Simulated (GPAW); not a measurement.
Runs of GPAW 26.7.0 on Ir. Symmetry: Fm-3m, No. 225, cubic system. The conventional cell has a = 3.831 Å, b = 3.831 Å, c = 3.831 Å, α = 90.00°, β = 90.00°, γ = 90.00°. Ir (site symmetry m-3m) has 12 Ir at 2.71 Å as nearest neighbours. 

```tsv
task	level	potentials or basis	spin	k mesh	cutoff (eV)	band path	band points	spin axis theta (degrees)	spin axis phi (degrees)	hybrids on these orbitals	grid spacing	mesh quality	pressure (GPa)	V0 of scaled cells (Å³/atom)	B0 (GPa)
band structure	BP86	PAW data sets generated in the run's folder for this functional, pw	SOC, no magnetisation	12 × 12 × 12	600	GXWKGLUWLK,UX	60	54.7	45	-	-	not flagged	(a)	-	-
band structure	revPBE	the program's PAW data sets (release 1.2.1) made for this functional, pw	SOC, no magnetisation	12 × 12 × 12	600	GXWKGLUWLK,UX	60	0	0	-	-	not flagged	13.4	-	-
band structure	PBEsol	PAW data sets generated in the run's folder for this functional, pw	SOC, no magnetisation	12 × 12 × 12	600	GXWKGLUWLK,UX	100	54.7	45	-	-	not flagged	-2.0	-	-
equation of state	PBEsol	PAW data sets generated in the run's folder for this functional, pw	off	12 × 12 × 12	600	-	-	-	-	-	-	not flagged	-	13.99	387
band structure	r4SCAN	GPAW PAW data sets (gpaw-data 1.2.1), pw	SOC, no magnetisation	12 × 12 × 12	600	GXWKGLUWLK,UX	100	90	0	-	-	not flagged	(b)	-	-
one-shot levels on a semilocal density	LDA	the program's PAW data sets (release 1.2.1) made for this functional, pw	off	7 × 7 × 7	500	-	-	-	-	["HSE06", "PBE0", "EXX"]	-	coarse	-10.1	-	-
equation of state	revPBE+D4	the program's PAW data sets (release 1.2.1) made for this functional, pw	off	12 × 12 × 12	600	-	-	-	-	-	-	not flagged	-	13.96	389
```

Alike in all rows: cell as given; smearing fermi-dirac 0.05 eV.

Q: Estimate the missing entries.

A: (a) 11.8; (b) 2.5.

Caveats: some runs use coarse meshes; spin-orbit coupling was added after a scalar SCF, so levels and gaps hold it while energy, forces, pressure and moments don't (some runs); this program's spin-orbit splittings come out too wide for heavy elements (some runs); the PAW data sets were made with another functional, which shifts forces and pressure a little (some runs); the cutoff is short for stress and forces, so pressures can be off by a GPa or more (some runs); one-shot exact exchange on a metal's smeared states is rough (some runs).
